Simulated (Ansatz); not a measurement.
The system is Ga.

```
CELL_PARAMETERS angstrom
2.77842 0.00000 0.00000
0.00000 3.28161 0.00000
-1.34343 0.00000 3.99027
ATOMIC_POSITIONS crystal
Ga 0.13460 0.75000 0.77017
Ga 0.86540 0.25000 0.22983
```

This isn't the form of Ga at room conditions, which is orthorhombic.

| Item | Value |
| --- | --- |
| Program | Ansatz 0.2.0 |
| Task | relaxation of cell and atoms |
| Functional | HSE03 |
| Potentials or basis | Ansatz PAW |
| Cutoff | 420 eV (not typed: the program's choice for these potentials) |
| k mesh | 5 × 4 × 4 |
| Occupations | fermi-dirac, width 0.05 eV |
| Spin | no spin polarisation |

At the start: volume 18.19 Å³/atom.

How do energy, volume and symmetry change on relaxing?

It ends after 8 steps and the volume is 18.80 Å³/atom (+3.3 %); space group P2_1/m (No. 11, to 0.05 Å).

The path:
| step | energy change (eV) | largest force (eV/Å) | volume (Å³) |
| --- | --- | --- | --- |
| 1 | 0.0000 | 0.0231 | 36.38 |
| 2 | -0.0223 | 0.0357 | 37.53 |
| 3 | -0.0271 | 0.0351 | 37.74 |
| 4 | -0.0275 | 0.0285 | 37.63 |
| 5 | -0.0280 | 0.0151 | 37.53 |
| 6 | -0.0282 | 0.0064 | 37.55 |
| 7 | -0.0282 | 0.0011 | 37.60 |
| 8 | -0.0289 | 0.0011 | 37.60 |

Final structure:
```yaml
crystal:
  lattice:
    - [2.81988, 0.00000, -0.00040]
    - [0.00000, 3.39900, 0.00000]
    - [-1.36405, 0.00000, 3.92273]
  atoms:
    - { symbol: Ga, position: [0.14724, 0.75000, 0.77121] }
    - { symbol: Ga, position: [0.85276, 0.25000, 0.22879] }
```

Caveat: the k mesh is coarse (spacing up to 0.48 Å⁻¹), so the values aren't converged, least of all with exact exchange; the plane-wave basis is chosen anew once the cell has moved, so the energies of steps on either side of that aren't comparable; the PAW data sets come from PBE, with cores solved anew for the run's functional, which leaves a small shift of forces and pressure.
